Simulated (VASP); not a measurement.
# Si (a cell with a defect) in VASP: notebook, part 2 of 2

VASP 6.6.1. The steps go on from the part before.

**3. Relaxation of the atoms, PBE**

Contents of INCAR:

```
SYSTEM = Si
PREC = Accurate ; ENCUT = 520
EDIFF = 1E-7 ; ISMEAR = -1
SIGMA = 0.05 ; LREAL = Auto
LASPH = .TRUE. ; NELM = 100
ALGO = Fast ; ISIF = 2
LWAVE = .FALSE. ; LCHARG = .FALSE.
GGA = PE ; IBRION = 2
NSW = 80 ; EDIFFG = -0.03
```

Contents of KPOINTS:

```
Automatic mesh
0
G
  2 2 2
  0 0 0
```

Contents of POSCAR:

```
Si
1.0
    0.0000000000      5.4300000000      5.4300000000
    5.4300000000      0.0000000000      5.4300000000
    5.4300000000      5.4300000000      0.0000000000
Si
17
Direct
    0.0000000000      0.0000000000      0.0000000000
    0.1250000000      0.1250000000      0.1250000000
    0.0000000000      0.0000000000      0.5000000000
    0.1250000000      0.1250000000      0.6250000000
    0.0000000000      0.5000000000      0.0000000000
    0.1250000000      0.6250000000      0.1250000000
    0.0000000000      0.5000000000      0.5000000000
    0.1250000000      0.6250000000      0.6250000000
    0.5000000000      0.0000000000      0.0000000000
    0.6250000000      0.1250000000      0.1250000000
    0.5000000000      0.0000000000      0.5000000000
    0.6250000000      0.1250000000      0.6250000000
    0.5000000000      0.5000000000      0.0000000000
    0.6250000000      0.6250000000      0.1250000000
    0.5000000000      0.5000000000      0.5000000000
    0.6250000000      0.6250000000      0.6250000000
    0.7582481000      0.2438840000      0.7487902000
```

Potentials or basis: VASP PAW PBE potentials, release 64 (Si).

On the command line:

```bash
cat potpaw_PBE.64/Si/POTCAR > POTCAR
mpirun -np 1 vasp_std > vasp.out
```

Run time: 26 min. Hardware: 1 thread of Intel Xeon Platinum 8488C (Sapphire Rapids), shared host; peak memory 0.5 GiB.

Results (log left out):

```
Free energy                  : -88.0131 eV
Energy gained by relaxing    : 8.0 meV/atom
Ionic steps                  : 7
Pressure after relaxing      : 5.3 GPa
Largest force after relaxing : 0.024 eV/Å
Band gap on the k mesh       : none (metal or under the smearing width)
```

Forces on the atoms (eV/Å):
```
Si  -0.008 -0.004  0.009
Si  -0.005  0.005 -0.010
Si   0.004  0.007  0.009
Si  -0.002  0.001 -0.004
Si   0.002 -0.002 -0.001
Si   0.008  0.000  0.005
Si  -0.013  0.013 -0.005
Si   0.000 -0.008  0.005
Si   0.004 -0.004  0.006
Si   0.000  0.015 -0.007
Si   0.007 -0.006  0.001
Si  -0.015  0.000 -0.007
Si  -0.003  0.002 -0.006
Si   0.001 -0.001  0.001
Si  -0.002  0.003 -0.007
Si   0.005 -0.005  0.013
Si   0.017 -0.016 -0.003
```

Step by step:
```csv
step,energy change (eV),largest force (eV/Å),pressure (GPa)
1,0.0000,1.2305,5.84
2,-0.1302,0.1714,5.33
3,-0.1308,0.2244,5.31
4,-0.1344,0.0799,5.30
5,-0.1344,0.0832,5.30
6,-0.1351,0.0444,5.31
7,-0.1352,0.0235,5.31
```

Final structure:
```
Si
1.0
     0.00000    5.43000    5.43000
     5.43000    0.00000    5.43000
     5.43000    5.43000    0.00000
Si
17
Direct
  0.00327 0.99686 0.00297
  0.12456 0.12668 0.12438
  0.00327 0.99686 0.49690
  0.13351 0.12222 0.62214
  0.99994 0.50006 0.00000
  0.12462 0.62434 0.12446
  0.00328 0.50286 0.49693
  0.12462 0.62434 0.62658
  0.49703 0.99689 0.00303
  0.62284 0.12301 0.13123
  0.50202 0.99848 0.49971
  0.62282 0.12298 0.62291
  0.49707 0.50290 0.00303
  0.62640 0.62447 0.12457
  0.49707 0.50291 0.49699
  0.62326 0.63007 0.62334
  0.75268 0.24796 0.74963
```

Levels at points of the mesh, in eV from the Fermi level:
```
           k point  band 31  band 32  band 33  band 34  band 35  band 36  band 37  band 38
(0.00, 0.00, 0.00)    -0.79    -0.79    -0.79    -0.22    -0.21    -0.20     0.11     0.11
(0.50, 0.00, 0.00)    -1.54    -1.40    -1.40    -0.31     0.56     0.57     0.92     0.92
(0.00, 0.50, 0.00)    -1.54    -1.40    -1.40    -0.31     0.56     0.57     0.93     0.93
(0.00, 0.00, 0.50)    -1.54    -1.40    -1.40    -0.31     0.55     0.58     0.93     0.93
(0.50, 0.50, 0.50)    -1.54    -1.40    -1.40    -0.31     0.55     0.58     0.93     0.93
(0.50, 0.50, 0.00)    -2.00    -1.86    -0.96     0.05     0.74     1.05     1.06     1.17
(0.00, 0.50, 0.50)    -2.00    -1.86    -0.96     0.05     0.74     1.05     1.06     1.17
(0.50, 0.00, 0.50)    -2.00    -1.86    -0.96     0.05     0.74     1.05     1.06     1.17
```

Caveat: the k mesh is coarse (spacing up to 0.50 Å⁻¹), so the values aren't converged.

**4. Single point, PBE**

Contents of INCAR:

```
  PREC = Accurate
  ENCUT = 520
  EDIFF = 1E-6
  ISMEAR = -1
  SIGMA = 0.05
  LREAL = Auto
  LASPH = T
  NELM = 80
  ALGO = Fast
  ISIF = 2
  LWAVE = F
  LCHARG = F
  GGA = PE
  NBANDS = 48
```

Contents of KPOINTS:

```
regular mesh
0
Gamma
  2 2 2
```

Contents of POSCAR:

```
Si
1.0
    0.0000000000      5.4300000000      5.4300000000
    5.4300000000      0.0000000000      5.4300000000
    5.4300000000      5.4300000000      0.0000000000
Si
17
Direct
   -0.0014338701      0.0004109540      0.0005470800
    0.1281309207      0.1215472174      0.1221719757
    0.0025693005     -0.0073825070      0.5024945154
    0.1282005739      0.1216620825      0.6282168285
    0.0022206460      0.5018990256     -0.0061429108
    0.1281000491      0.6280926643      0.1220868411
    0.0024466567      0.5020797609      0.5023794064
    0.1257754602      0.6242009079      0.6253740575
    0.5004633242      0.0003448223      0.0004454665
    0.6248810612      0.1251060747      0.1249523481
    0.5005334248      0.0003840533      0.4986380812
    0.6222817884      0.1214724970      0.6281214452
    0.5004255955      0.4987912265      0.0004119028
    0.6220154683      0.6280641123      0.1218307102
    0.4942780650      0.5017858804      0.5020333166
    0.6221880512      0.6280759433      0.6280990823
    0.8757182543      0.3742622545      0.3753443635
```

On the command line:

```bash
cat potpaw_PBE.64/Si/POTCAR > POTCAR
mpirun -np 1 vasp_std > vasp.out
```

Wall time 3.1 min (1 thread of Intel Xeon Platinum 8488C (Sapphire Rapids), shared host); peak memory 0.47 GiB.

Results (log left out):

* Free energy: -88.0134 eV
* Pressure: 5.3 GPa
* Largest force: 0.024 eV/Å
* Band gap on the k mesh: none (metal or under the smearing width)

Forces on the atoms (eV/Å):
```
Si   0.012 -0.011 -0.013
Si   0.015 -0.001  0.003
Si   0.004 -0.003  0.005
Si   0.001 -0.014  0.001
Si  -0.008 -0.005  0.007
Si  -0.002  0.000 -0.017
Si  -0.001  0.003 -0.001
Si   0.000 -0.001  0.000
Si   0.013  0.013  0.013
Si  -0.001  0.003  0.000
Si  -0.013 -0.012  0.013
Si   0.003 -0.002  0.017
Si  -0.014  0.013 -0.014
Si   0.000  0.024 -0.001
Si   0.009 -0.008 -0.010
Si  -0.019 -0.001 -0.003
Si   0.000  0.001  0.000
```

Levels at points of the mesh, in eV from the Fermi level:
```csv
k point,band 32,band 33,band 34,band 35,band 36,band 37
"(0.00, 0.00, 0.00)",-0.79,-0.79,-0.21,-0.21,-0.20,0.11
"(0.50, 0.00, 0.00)",-1.40,-1.40,-0.32,0.56,0.57,0.93
"(0.00, 0.50, 0.00)",-1.40,-1.40,-0.31,0.57,0.57,0.92
"(0.00, 0.00, 0.50)",-1.40,-1.40,-0.32,0.56,0.57,0.93
"(0.50, 0.50, 0.50)",-1.40,-1.40,-0.32,0.56,0.57,0.93
"(0.50, 0.50, 0.00)",-1.86,-0.96,0.04,0.75,1.05,1.05
"(0.00, 0.50, 0.50)",-1.86,-0.96,0.04,0.75,1.05,1.05
"(0.50, 0.00, 0.50)",-1.86,-0.96,0.04,0.75,1.05,1.06
```

Caveat: the k mesh is coarse (spacing up to 0.50 Å⁻¹), so the values aren't converged.

**5. Relaxation of the atoms, PBE**

Contents of INCAR:

```
SYSTEM = Si
ALGO = Fast
EDIFF = 1E-7
EDIFFG = -0.03
ENCUT = 520
GGA = PE
IBRION = 2
ISIF = 2
ISMEAR = -1
LASPH = .True.
LCHARG = .False.
LREAL = Auto
LWAVE = .False.
NELM = 60
NSW = 80
PREC = Accurate
SIGMA = 0.05
```

Contents of KPOINTS:

```
k-points
0
Gamma
  2 2 2
  0 0 0
```

Contents of POSCAR:

```
Si
1.0
    0.0000000000      5.4300000000      5.4300000000
    5.4300000000      0.0000000000      5.4300000000
    5.4300000000      5.4300000000      0.0000000000
Si
17
Direct
    0.0000000000      0.0000000000      0.0000000000
    0.1250000000      0.1250000000      0.1250000000
    0.0000000000      0.0000000000      0.5000000000
    0.1250000000      0.1250000000      0.6250000000
    0.0000000000      0.5000000000      0.0000000000
    0.1250000000      0.6250000000      0.1250000000
    0.0000000000      0.5000000000      0.5000000000
    0.1250000000      0.6250000000      0.6250000000
    0.5000000000      0.0000000000      0.0000000000
    0.6250000000      0.1250000000      0.1250000000
    0.5000000000      0.0000000000      0.5000000000
    0.6250000000      0.1250000000      0.6250000000
    0.5000000000      0.5000000000      0.0000000000
    0.6250000000      0.6250000000      0.1250000000
    0.5000000000      0.5000000000      0.5000000000
    0.6250000000      0.6250000000      0.6250000000
    0.8787947700      0.3707969700      0.3770045100
```

On the command line:

```bash
cat potpaw_PBE.64/Si/POTCAR > POTCAR
mpirun -np 1 vasp_std > vasp.out
```

Run time: 22 min. Hardware: 1 thread of Intel Xeon Platinum 8488C (Sapphire Rapids), shared host; peak memory 0.52 GiB.

Results (log left out):

```yaml
Free_energy: -88.0134 eV
Energy_gained_by_relaxing: 7.4 meV/atom
Ionic_steps: 6
Pressure_after_relaxing: 5.3 GPa
Largest_force_after_relaxing: 0.023 eV/Å
Band_gap_on_the_k_mesh: none (metal or under the smearing width)
```

Forces on the atoms (eV/Å):
```
Si  -0.004  0.001  0.005
Si   0.001  0.005 -0.006
Si   0.001  0.004  0.003
Si  -0.002 -0.002 -0.002
Si  -0.006  0.004  0.003
Si   0.004  0.002  0.000
Si  -0.003  0.007 -0.001
Si   0.003 -0.008  0.000
Si   0.001 -0.003 -0.001
Si   0.000  0.000  0.000
Si   0.004  0.000 -0.004
Si  -0.007  0.006  0.000
Si   0.000 -0.001 -0.001
Si  -0.001  0.000  0.002
Si   0.001  0.003 -0.003
Si   0.000  0.004  0.005
Si   0.008 -0.022  0.001
```

Step by step:
| step | energy change (eV) | largest force (eV/Å) | pressure (GPa) |
| --- | --- | --- | --- |
| 1 | 0.0000 | 1.0344 | 5.82 |
| 2 | -0.1219 | 0.1190 | 5.34 |
| 3 | -0.1229 | 0.1402 | 5.30 |
| 4 | -0.1251 | 0.0508 | 5.31 |
| 5 | -0.1252 | 0.0608 | 5.31 |
| 6 | -0.1256 | 0.0235 | 5.32 |

Final structure:
```cif
data_structure
_symmetry_space_group_name_H-M 'P 1'
_symmetry_Int_Tables_number 1
_cell_length_a 7.6792
_cell_length_b 7.6792
_cell_length_c 7.6792
_cell_angle_alpha 60.000
_cell_angle_beta 60.000
_cell_angle_gamma 60.000
_cell_volume 320.21
loop_
_atom_site_label
_atom_site_type_symbol
_atom_site_fract_x
_atom_site_fract_y
_atom_site_fract_z
_atom_site_occupancy
Si1 Si 0.99838 0.00047 0.00062 1
Si2 Si 0.12805 0.12189 0.12205 1
Si3 Si 0.00247 0.99242 0.50251 1
Si4 Si 0.12809 0.12188 0.62807 1
Si5 Si 0.00198 0.50210 0.99386 1
Si6 Si 0.12804 0.62797 0.12204 1
Si7 Si 0.00226 0.50242 0.50230 1
Si8 Si 0.12590 0.62400 0.62548 1
Si9 Si 0.50059 0.00040 0.00054 1
Si10 Si 0.62497 0.12503 0.12498 1
Si11 Si 0.50064 0.00044 0.49841 1
Si12 Si 0.62209 0.12190 0.62802 1
Si13 Si 0.50055 0.49852 0.00050 1
Si14 Si 0.62209 0.62792 0.12204 1
Si15 Si 0.49427 0.50195 0.50187 1
Si16 Si 0.62208 0.62795 0.62800 1
Si17 Si 0.87634 0.37354 0.37570 1
```

Levels at points of the mesh, in eV from the Fermi level:
```
           k point  band 30  band 31  band 32  band 33  band 34  band 35  band 36  band 37  band 38  band 39
(0.00, 0.00, 0.00)    -1.72    -0.79    -0.79    -0.79    -0.21    -0.21    -0.20     0.11     0.11     0.44
(0.50, 0.00, 0.00)    -1.55    -1.54    -1.40    -1.40    -0.31     0.56     0.57     0.93     0.93     1.32
(0.00, 0.50, 0.00)    -1.55    -1.55    -1.40    -1.40    -0.31     0.56     0.57     0.92     0.93     1.32
(0.00, 0.00, 0.50)    -1.55    -1.54    -1.40    -1.40    -0.31     0.56     0.57     0.93     0.93     1.32
(0.50, 0.50, 0.50)    -1.55    -1.54    -1.40    -1.40    -0.31     0.56     0.57     0.93     0.93     1.32
(0.50, 0.50, 0.00)    -1.99    -1.99    -1.86    -0.96     0.05     0.74     1.06     1.06     1.18     1.93
(0.00, 0.50, 0.50)    -1.99    -1.99    -1.86    -0.96     0.05     0.74     1.06     1.06     1.18     1.93
(0.50, 0.00, 0.50)    -1.99    -1.99    -1.86    -0.96     0.05     0.74     1.05     1.06     1.18     1.93
```

Caveat: the k mesh is coarse (spacing up to 0.50 Å⁻¹), so the values aren't converged.

**6. Overview**

| task | cell | gap on the mesh (eV) | pressure (GPa) | largest force (eV/Å) |
| --- | --- | --- | --- | --- |
| single point | Cm, 18.84 Å³/atom | none | 5.3 | 0.02 |
| relaxation of the atoms | atoms relaxed | none | 5.3 | 0.02 |
| single point | P1, 18.84 Å³/atom | none | 5.3 | 0.02 |

Alike in all rows: level PBE; potentials or basis VASP PAW PBE potentials, release 64 (Si); no spin polarisation; k mesh 2 × 2 × 2; cutoff (eV) 520; smearing fermi-dirac 0.05 eV; the mesh is coarse, so values aren't converged.

Caveats: all runs use coarse meshes.

Absolute energies hang on the potentials; compare differences alone.
